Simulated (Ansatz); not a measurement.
# Formation energy of SiS2

The computed numbers are results of PBE, scalar-relativistic (no spin polarisation) in the plane-wave PAW code Ansatz at 420 eV, Γ-centred 8×8×8 mesh, 0.05 eV Gaussian smearing; PAW files: Ansatz's generated set soft_2.

The chain of runs began from a cell as deposited in COD, expanded in volume. The relaxation kept the space group but changed the cell's proportions, one axis by 8 % at equal volume, so the results may not describe the measured structure.

Symmetry: Ibam, No. 72, orthorhombic system. Conventional cell: a = 6.295 Å, b = 11.068 Å, c = 5.594 Å, α = 90.00°, β = 90.00°, γ = 90.00°. Around Si (site symmetry 222) lie 4 S at 2.15 Å. S (site symmetry m) is surrounded by 2 Si at 2.15 Å. (Shells end 15 % past the nearest neighbour.)

The elements were computed in their standard states with the same datasets, cutoff and functional. Absolute energies hang on the potentials; compare differences alone.

Energy of the relaxed cell (6 atoms, smearing extrapolated to zero): -4883.953 eV. Elements, in eV/atom: Si -635.810, S -902.059.

Task: What is the formation energy?

Result: [-4883.953 − (2 × -635.810 + 4 × -902.059)] / 6 = -0.68 eV/atom, or -66 kJ per mole of atoms.

The value is for 0 K, without zero-point energy. Uncorrected semilocal values for oxides, chalcogenides and halides often miss by tenths of an eV an atom. A negative value shows stability against the elements alone, not against other compounds or structures.

The structure is built of weakly bound chains, and this functional has no dispersion term, so their spacing and all that hangs on it (volume, the soft elastic constants, low modes, dielectric constants) are poorly given.
